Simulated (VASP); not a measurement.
Computed with PBEsol GGA, VASP's PBE PAW potentials (set 64) (plane waves; VASP).

A VASP calculation is set up with these files.

### INCAR
```
SYSTEM = AlSb
PREC = Accurate; ENCUT = 500; LREAL = .FALSE.
LASPH = .TRUE.
EDIFF = 1E-6; NELM = 100; ALGO = Normal
LMAXMIX = 4
ISMEAR = 0; SIGMA = 0.05
GGA = PS
IBRION = 2; NSW = 40; ISIF = 3
EDIFFG = -0.02; PSTRESS = 450
LWAVE = .FALSE.; LCHARG = .FALSE.
```

### POSCAR
```
AlSb
1
   -0.0000000000     2.7203912444     2.7203912444
    2.7203912444    -0.0000000000     2.7203912444
    2.7203912444     2.7203912444    -0.0000000000
Al Sb
1 1
Direct
  0.0000000000   0.0000000000   0.0000000000
  0.2500000000   0.2500000000   0.2500000000
```

KPOINTS:
```
Automatic mesh
0
G
8 8 8
```

POTCAR, in this order: Al Sb (PBE.64 set). Program: vasp_std.

Output of the run:

**OSZICAR**
```
       N       E                     dE             d eps       ncg     rms          rms(c)
DAV:   1     0.202595816431E+02    0.20260E+02   -0.28996E+03   464   0.726E+02
DAV:   2    -0.679150175165E+01   -0.27051E+02   -0.26811E+02   640   0.970E+01
DAV:   3    -0.725106979608E+01   -0.45957E+00   -0.45957E+00   584   0.166E+01
DAV:   4    -0.725345962497E+01   -0.23898E-02   -0.23898E-02   704   0.146E+00
DAV:   5    -0.725346449596E+01   -0.48710E-05   -0.48710E-05   632   0.601E-02    0.494E+00
DAV:   6    -0.706528617805E+01    0.18818E+00   -0.14378E-01   544   0.201E+00    0.320E+00
DAV:   7    -0.699216987519E+01    0.73116E-01   -0.21406E-01   608   0.257E+00    0.706E-01
DAV:   8    -0.699218226514E+01   -0.12390E-04   -0.82866E-03   520   0.688E-01    0.835E-02
DAV:   9    -0.699219252292E+01   -0.10258E-04   -0.16080E-04   760   0.105E-01    0.649E-02
DAV:  10    -0.699219357888E+01   -0.10560E-05   -0.11427E-05   560   0.213E-02    0.287E-02
DAV:  11    -0.699219467597E+01   -0.10971E-05   -0.16127E-06   616   0.956E-03    0.689E-03
DAV:  12    -0.699219434470E+01    0.33127E-06   -0.23315E-07   344   0.300E-03
   1 F= 0.43168533E+01 E0= 0.43168568E+01  d E =0.431685E+01
```

OUTCAR:
```
------------------------ aborting loop because EDIFF is reached ----------------------------------------
  FORCE on cell =-STRESS in cart. coord.  units (eV):
  Direction    XX          YY          ZZ          XY          YZ          ZX
  --------------------------------------------------------------------------------------
  Total       11.3353410     11.3353410     11.3353410     -0.0000000     -0.0000000      0.0000000
  in kB      451.0462445    451.0462445    451.0462445     -0.0000000     -0.0000000      0.0000000
  external PRESSURE =       1.0462445 kB  Pullay stress =     450.0000000 kB
  volume of cell :       40.26
      direct lattice vectors                 reciprocal lattice vectors
     0.000000000  2.720391244  2.720391244    -0.183797092  0.183797092  0.183797092
     2.720391244  0.000000000  2.720391244     0.183797092 -0.183797092  0.183797092
     2.720391244  2.720391244  0.000000000     0.183797092  0.183797092 -0.183797092
 POSITION                                       TOTAL-FORCE (eV/Angst)
 -----------------------------------------------------------------------------------
      0.00000      0.00000      0.00000        -0.000000      0.000000     -0.000000
      1.36020      1.36020      1.36020         0.000000     -0.000000      0.000000
 -----------------------------------------------------------------------------------
    total drift:                                0.000000      0.000000      0.000000
  FREE ENERGIE OF THE ION-ELECTRON SYSTEM (eV)
  ---------------------------------------------------
  free  energy   TOTEN  =        -6.9921943447 eV

  energy  without entropy=       -6.9921871672  energy(sigma->0) =       -6.99219076
  enthalpy is  TOTEN    =         4.3168532606 eV   P V=       11.3090476053

 reached required accuracy - stopping structural energy minimisation
```
(Selected blocks of OUTCAR.)

The structure was generated: AlSb was put into the zinc blende type (F-43m), which need not be its known phase. It was relaxed first under an external pressure of 45 GPa.
